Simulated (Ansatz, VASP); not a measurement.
Ta2N in VASP and in Ansatz

```
Ta N
1.0
     3.08839    0.00000    0.00000
    -1.54420    2.67463    0.00000
     0.00000    0.00000    4.78606
Ta N
2 1
Direct
  0.66667 0.33333 0.75109
  0.33333 0.66667 0.24891
  0.00000 0.00000 0.00000
```

Alike in both runs: functional PBEsol; dispersion D4; k mesh 5 × 5 × 3; no spin polarisation.

Ansatz relaxed the structure, and its values are those at the end. VASP's run is a single point on that final structure, the one shown.

|  | VASP | Ansatz |
| --- | --- | --- |
| version | VASP 6.6.1 | Ansatz 0.2.0 |
| potentials or method | VASP PAW PBE potentials, release 64 (Ta_pv, N) | plane waves, PAW |
| plane-wave cutoff (eV) | 520 | 630 |
| occupations | fermi-dirac, width 0.1 eV | fermi-dirac |
| valence electrons in the cell | 27 | 31 |

|  | VASP | Ansatz | Ansatz less VASP |
| --- | --- | --- | --- |
| pressure (GPa) | 0.6 | 0.0 | -0.63 |
| rms of the force components (eV/Å) | 0.027 | 0.000 | -0.0267 |
| dispersion energy (meV/atom) | -177.1 | -177.2 | -0.11 |

The two sets of potentials don't hold the same shells in valence. Ansatz warned: «symmetry_narrowed_by_cell_relaxation».

Caveats: the k mesh is coarse (spacing up to 0.47 Å⁻¹), so the values aren't converged; the PAW data sets were made with another functional, which shifts forces and pressure a little (VASP); pairwise dispersion overbinds metals, which lowers pressure and volume. The runs have no spin-orbit coupling, so splittings on Ta are missing.
